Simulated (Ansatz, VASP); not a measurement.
# Cross-check of B17P18 (V_B) between VASP and Ansatz, part 2 of 2

Wanted: the spread between two codes on one cell, functional and k mesh. The cell is taken from a series of runs on this material, whose earlier steps may have relaxed, scaled, displaced or heated it; both programs get it as it stands.

VASP 6.6.1 and Ansatz 0.2.0.

So far. Step 3 (VASP: single point, r2SCAN, pair 1): The run ends at a pressure of 3.65 GPa, with forces up to 0.92 eV/Å.

## (4) Comparison

Known differences besides the potentials themselves: VASP starts from the moments at which Ansatz ended; VASP keeps PBE cores, Ansatz makes them for the functional; the cutoff is 500 eV in Ansatz and 460 eV in VASP (PREC = Accurate, projectors in real space); site moments are counted in spheres of each program's own size. Total energies have different zeros and are not compared.

The two programs side by side:

| quantity | Ansatz | VASP | difference |
| --- | --- | --- | --- |
| total moment, fixed by the input (μB) | 2.00 | 2.00 | 0.00 |
| moment on P28 (μB) | 0.15 | 0.23 | -0.07 |
| moment on P19 (μB) | 0.13 | 0.20 | -0.06 |
| moment on P20 (μB) | 0.12 | 0.18 | -0.06 |
| moment on P22 (μB) | 0.12 | 0.18 | -0.06 |

Forces on 9 of the 35 atoms, those with the largest forces and the largest differences (eV/Å; atoms numbered as in POSCAR):

| atom | Ansatz x, y, z | VASP x, y, z |
| --- | --- | --- |
| B6 | -0.521, 0.093, 0.095 | -0.517, 0.091, 0.093 |
| B13 | -0.406, 0.092, 0.211 | -0.412, 0.087, 0.211 |
| B14 | -0.186, 0.156, 0.286 | -0.183, 0.162, 0.286 |
| B17 | -0.408, 0.208, 0.093 | -0.412, 0.208, 0.087 |
| P19 | 0.518, -0.521, -0.520 | 0.486, -0.551, -0.555 |
| P22 | -0.070, -0.112, -0.064 | -0.040, -0.141, -0.034 |
| P28 | 0.187, 0.136, 0.134 | 0.166, 0.170, 0.163 |
| P29 | 0.407, -0.073, -0.045 | 0.403, -0.068, -0.045 |
| P31 | 0.408, -0.043, -0.076 | 0.407, -0.043, -0.069 |

The forces differ by 10 meV/Å r.m.s., which is 5.0 % of the r.m.s. force of 0.204 eV/Å (both taken over all components). The cell carries a charge of -1 e against a uniform background, so its pressure also hangs on how the neutralising background is counted, and in a defect's cell a gap may be the spacing between its levels.

## (5) Ansatz: single point, r2SCAN, pair 2

A single point gives forces, pressure and levels at one fixed geometry, so differences don't come from the geometry; what else differs is listed under the comparison.

The cell is taken from a series of runs on this material, whose earlier steps may have relaxed, scaled, displaced or heated it; both programs get it as it stands.

Contents of input.yaml:

```yaml
crystal:
  checkpoint: "../qm2_M3.relax.run"
  host: checkpoint
total_charge: -2
basis:
  ecutwfc: 500
  xc_grid: 2
hamiltonian:
  xc: r2scan
  pseudopotentials: { kind: paw, azcp: { folder: soft_1 } }
kpoints:
  mp_grid: { grid: [2, 2, 2], shift: [0.5, 0.5, 0.5] }
magnetization:
  spin_polarized: true
  initial_magnetization: 3
  spin_locking: { lock_magnetization: hard }
scf:
  occupations: { method: fermi_dirac, width: 0.01 }
  max_iter: 60
output:
  forces: true
  eigenvalues: true
  charged_corrections:
    epsilon: 9.31
    static_epsilon: 9.42
    defect_position: [0.5, 0.333333, 0.666667]
  eigenstates: { localisation: true }
  populations: true
  efg: {}
checkpoint:
  read: "../qm2_M3.relax.run"
  write: "../qm2_M3.point.run"
  compress: false
  write_wavefunctions: false
  write_every: 100000
```

The run is started by

```bash
ansatz run input.yaml --threads 8 --pin off --max-ram 15073MiB --backend cpu --events-out ev --progress --plain --runs-dir out
```

Numbers of over 12 decimals in the logs are rounded to 6 here.

The log of the run:

```text
[...]
Crystal: 35 atoms, lattice volume = 420.086 Å³
Basis set: ecut = 500 eV, 10687 PW (Γ), exchange–correlation on 96×144×144 points (8 copies of the dense FFT grid, shifted against one another)
Bands: 108, of which v1, the nominal top of the filled ones, is band 72 counted from 1 (71 counted from 0)
Symmetry: 1 space group operations
[...]
k-points: 4 of 8 (time reversal used)
[...]
--- Löwdin populations: 35 sites ---
  site symbol       q [e]    m [muB]
     0      B      3.6699     0.0295
     1      P      4.3112     0.0950
     2      B      3.6769     0.0215
     3      P      4.6346     0.3867
     4      B      3.6714     0.0273
     5      P      4.6424     0.3448
     6      B      3.6738     0.0366
     7      P      4.3381     0.0291
[...]
31      B      3.6594     0.0494
    32      P      4.3261     0.0586
    33      B      3.6843     0.0341
    34      P      4.3355     0.0286
  spilling = 0.009835 (of n_electrons = 143.000000)
```

## (6) VASP: single point, r2SCAN, pair 2

The same cell, functional, mesh and smearing now go to VASP, with its own data sets.

Contents of INCAR:

```
SYSTEM = B17P18
PREC = Accurate
ENCUT = 460
EDIFF = 1E-06
NELM = 200
ISMEAR = -1
SIGMA = 0.01
LREAL = Auto
ALGO = Normal
METAGGA = R2SCAN
LASPH = .TRUE.
NELECT = 143
NBANDS = 96
ISPIN = 2
MAGMOM = 0.01 0.01 0.02 0.02 0.02 0.05 0.01 0.01 0.02 0.03 0.01 0.03 0.02 0.03 0.01 0.03 0.02 0.04 0.13 0.12 0.01 0.12 0.01 0.03 0.04 0.01 0.03 0.16 0.01 0.01 0.01 0.01 0.01 0.03 0.01
LORBIT = 11
LWAVE = .FALSE.
LCHARG = .FALSE.
ISIF = 2
ISYM = 0
NUPDOWN = 3
GGA_COMPAT = .FALSE.
LMIXTAU = .TRUE.
KPAR = 4
```

Contents of POSCAR:

```
B17P18
1.0
    0.0000000000      4.5363708171      4.5363708171
    6.8045562257      0.0000000000      6.8045562257
    6.8045562257      6.8045562257      0.0000000000
B P
17 18
Direct
    0.9998204606      0.0020534306      0.9995041603
    0.9983587815      0.0021467555      0.3343825496
    0.9994905020      0.0018109459      0.6658974263
    0.0006833815      0.3355876811      0.0013607056
    0.9994827708      0.3336266295      0.3340619012
    0.0021610122      0.3343179458      0.6665806733
    0.9992699566      0.6684546557      0.0007474899
    0.9999648025      0.6671859371      0.3343255670
    0.0006569755      0.6690704209      0.6678928850
    0.4999505020      0.0037491849      0.9970107575
    0.4982703434      0.0016764289      0.3339376324
    0.4967681536      0.0026607770      0.6639768853
    0.4976286358      0.3348353815      0.0022506828
    0.4968282639      0.3316609732      0.3349968841
    0.4986524393      0.6688452299      0.0010944046
    0.4999284578      0.6647325989      0.3359952484
    0.4976880852      0.6699238380      0.6670665312
    0.3789464305      0.2498023227      0.2471177482
    0.3892268877      0.2475357572      0.5798108694
    0.3764950452      0.2544514650      0.9156935503
    0.3780328880      0.5804553668      0.2498159071
    0.3765635061      0.5833544129      0.5867467070
    0.3778506314      0.5832074014      0.9155344052
    0.3767178193      0.9164536576      0.2487020650
    0.3789634307      0.9148346065      0.5820369840
    0.3779954727      0.9175594012      0.9128019128
    0.8762346210      0.2496511618      0.2492422529
    0.8809190048      0.2485522135      0.5807938841
    0.8785216469      0.2510664980      0.9150679626
    0.8776979414      0.5817719041      0.2491000594
    0.8785345614      0.5827712743      0.5833576208
    0.8769370193      0.5833768226      0.9156200596
    0.8772141042      0.9164432963      0.2487635573
    0.8762265463      0.9169642548      0.5819384933
    0.8776817561      0.9167670561      0.9140707103
```

Contents of KPOINTS:

```
Points of the shifted mesh
8
Reciprocal
 0.2500000000  0.2500000000  0.2500000000 1
 0.2500000000  0.2500000000  0.7500000000 1
 0.2500000000  0.7500000000  0.2500000000 1
 0.2500000000  0.7500000000  0.7500000000 1
 0.7500000000  0.2500000000  0.2500000000 1
 0.7500000000  0.2500000000  0.7500000000 1
 0.7500000000  0.7500000000  0.2500000000 1
 0.7500000000  0.7500000000  0.7500000000 1
```

The projector-augmented-wave data sets are B and P (PBE family, release 64).

The run is started by

```bash
mpirun -np 4 vasp_std
```

The log of the run:

```text
[banner, memory and clock lines left out]
running    4 mpi-ranks, on    1 nodes
[...]
[... a notice as in an earlier step ...]

 LDA part: xc-table for (None), standard interpolation
 POSCAR, INCAR and KPOINTS ok, starting setup
[...]
entering main loop
       N       E                     dE             d eps       ncg     rms          rms(c)
DAV:   1     0.369951042969E+03    0.36995E+03   -0.60440E+04  3072   0.124E+03
DAV:   2    -0.275122442698E+03   -0.64507E+03   -0.61184E+03  3752   0.220E+02
DAV:   3    -0.316611615884E+03   -0.41489E+02   -0.40880E+02  3840   0.531E+01
DAV:   4    -0.317480586919E+03   -0.86897E+00   -0.86135E+00  3880   0.821E+00
DAV:   5    -0.317501798971E+03   -0.21212E-01   -0.21160E-01  3816   0.119E+00BRMIX: very serious problems
 the old and the new charge density differ
 old charge density:   141.00000 new  143.00000
BRMIX: very serious problems
 the old and the new charge density differ
 old charge density:   141.00000 new  143.00000
BRMIX: very serious problems
 the old and the new charge density differ
 old charge density:   141.00000 new  143.00000
BRMIX: very serious problems
 the old and the new charge density differ
 old charge density:   141.00000 new  143.00000
    0.332E+01
DAV:   6    -0.297393064978E+03    0.20109E+02   -0.20233E+01  3480   0.120E+01    0.203E+01
DAV:   7    -0.278882751497E+03    0.18510E+02   -0.48026E+00  3784   0.630E+00    0.505E+00
DAV:   8    -0.283148299532E+03   -0.42655E+01   -0.60207E+00  3488   0.748E+00    0.251E+00
DAV:   9    -0.283484417495E+03   -0.33612E+00   -0.39199E-01  3712   0.216E+00    0.119E+00
[...]
DAV:  16    -0.283564782182E+03   -0.38873E-05   -0.17081E-05  3384   0.145E-02    0.816E-03
DAV:  17    -0.283564791116E+03   -0.89339E-05   -0.37163E-06  2976   0.884E-03    0.526E-03
DAV:  18    -0.283564791812E+03   -0.69564E-06   -0.73296E-07  1920   0.335E-03
   1 F= -.28356479E+03 E0= -.28356276E+03  d E =-.405375E-02  mag=     3.0000
```

Parts of OUTCAR (step 6):

```text
  Total       24.9851685     18.6410246     18.5752215     -0.9339559     -6.9516274     -0.9139602
  in kB       95.2916194     71.0955151     70.8445466     -3.5620401    -26.5130023     -3.4857779
  external PRESSURE =      79.0772270 kB  Pullay stress =       0.0000000 kB

 POSITION                                       TOTAL-FORCE (eV/Angst)
 -----------------------------------------------------------------------------------
      6.81515     11.33674      4.54953        -0.267171      0.034340      0.068233
      2.28993      6.80425      4.54353        -0.566482      0.075218      0.069466
      4.54346      9.06520      4.54638        -0.347716      0.131641      0.122186
      2.29278      0.01236      2.28663        -0.487094      0.008227     -0.013983
      4.54332      6.80717      6.80421        -0.345987      0.126142      0.133138
      6.81067      4.54559      2.28469        -0.520986      0.109515      0.107015
      4.55362      4.53815      9.08160        -0.369477      0.064662      0.062530
      6.81484      6.81115      9.07612        -0.262350      0.063220      0.025467
      9.09744      4.54769      4.55571        -0.489918     -0.014357      0.013073
      6.80973      9.05218      2.29347         0.056341      0.080874      0.042145
      2.28370      4.53264      2.27175        -0.477774      0.081288      0.081153
      4.53617      6.77159      2.27163        -0.255598      0.329271      0.182122
      2.29372      2.27274      4.53583        -0.593959      0.011288      0.327980
      4.53631      4.53330      4.51060        -0.260959      0.173247      0.329321
[...]
-----------------------------------------------------------------------------------
    total drift:                               -0.017114     -0.005025      0.006528

  FREE ENERGIE OF THE ION-ELECTRON SYSTEM (eV)
  ---------------------------------------------------
  free  energy   TOTEN  =      -283.5647918115 eV

  energy  without entropy=     -283.5607380611  energy(sigma->0) =     -283.56276494

 magnetization (x)
# of ion       s       p       d       tot
------------------------------------------
    1        0.007   0.003   0.000   0.010
    2        0.005   0.001   0.000   0.006
    3        0.007   0.009   0.000   0.016
    4        0.008   0.013   0.000   0.021
    5        0.007   0.009   0.000   0.016
    6        0.013   0.039   0.000   0.052
    7        0.006   0.003   0.000   0.010
    8        0.007   0.003   0.000   0.010
    9        0.008   0.013   0.000   0.021
   10        0.009   0.022   0.000   0.031
   11        0.006   0.002   0.000   0.008
   12        0.007   0.019   0.000   0.026
   13        0.006   0.013   0.000   0.019
[...]
--------------------------------------------------
tot          0.293   1.134   0.000   1.427

[... 2 parts as in an earlier step ...]

[... 1 further part left out ...]
[key lines of the parts left out:]
E-fermi :   7.7062
```

The run ends at a pressure of 7.91 GPa, with forces up to 1.1 eV/Å.

## (7) Comparison

Both answers:

| quantity | Ansatz | VASP | difference |
| --- | --- | --- | --- |
| total moment, fixed by the input (μB) | 3.00 | 3.00 | 0.00 |
| moment on P28 (μB) | 0.16 | 0.23 | -0.07 |
| moment on P19 (μB) | 0.13 | 0.20 | -0.07 |
| moment on P20 (μB) | 0.12 | 0.18 | -0.06 |
| moment on P22 (μB) | 0.12 | 0.18 | -0.06 |
| moment on P18 (μB) | 0.04 | 0.05 | -0.01 |
| moment on P25 (μB) | 0.04 | 0.05 | -0.01 |
| moment on B6 (μB) | 0.05 | 0.05 | 0.00 |

Forces on 8 of the 35 atoms, those with the largest forces and the largest differences (eV/Å; atoms numbered as in POSCAR):

| atom | Ansatz x, y, z | VASP x, y, z |
| --- | --- | --- |
| B2 | -0.573, 0.076, 0.071 | -0.566, 0.075, 0.069 |
| B6 | -0.530, 0.112, 0.109 | -0.521, 0.110, 0.107 |
| B13 | -0.591, 0.017, 0.327 | -0.594, 0.011, 0.328 |
| B17 | -0.580, 0.328, 0.017 | -0.584, 0.329, 0.010 |
| P19 | 0.675, -0.559, -0.567 | 0.640, -0.589, -0.599 |
| P22 | -0.212, -0.120, -0.064 | -0.181, -0.147, -0.037 |
| P25 | 0.436, -0.298, -0.012 | 0.438, -0.302, -0.014 |
| P28 | 0.547, 0.209, 0.206 | 0.517, 0.243, 0.231 |

The forces differ by 11 meV/Å r.m.s., which is 3.9 % of the r.m.s. force of 0.270 eV/Å (both taken over all components). The cell carries a charge of -2 e against a uniform background, so its pressure also hangs on how the neutralising background is counted, and in a defect's cell a gap may be the spacing between its levels.

## (8) What came out

```json
{
  "r.m.s. force difference (single point, r2SCAN, pair 1)": "5.0 % of the r.m.s. force",
  "r.m.s. force difference (single point, r2SCAN, pair 2)": "3.9 % of the r.m.s. force"
}
```

**Reading.** The r.m.s. force difference is 5.0 % of the r.m.s. force (single point, r2SCAN, pair 1), beyond the 3 % picked in this series as the mark of a large difference. How closely two codes agree says nothing of how well the functional describes the real material.

[Lines on the potential files, build, host, timing and source positions are cut from VASP's logs without a mark.]

[Logs are printed without paths, hosts, clocks, repeated set-up lines and the standing remarks that a program may print on its own settings, such as how far it seeks lower states.]

[Hosts, paths, dates, database ids (printed as entryN), source tags and the programs' standing remarks are cut or masked in the printed files.]
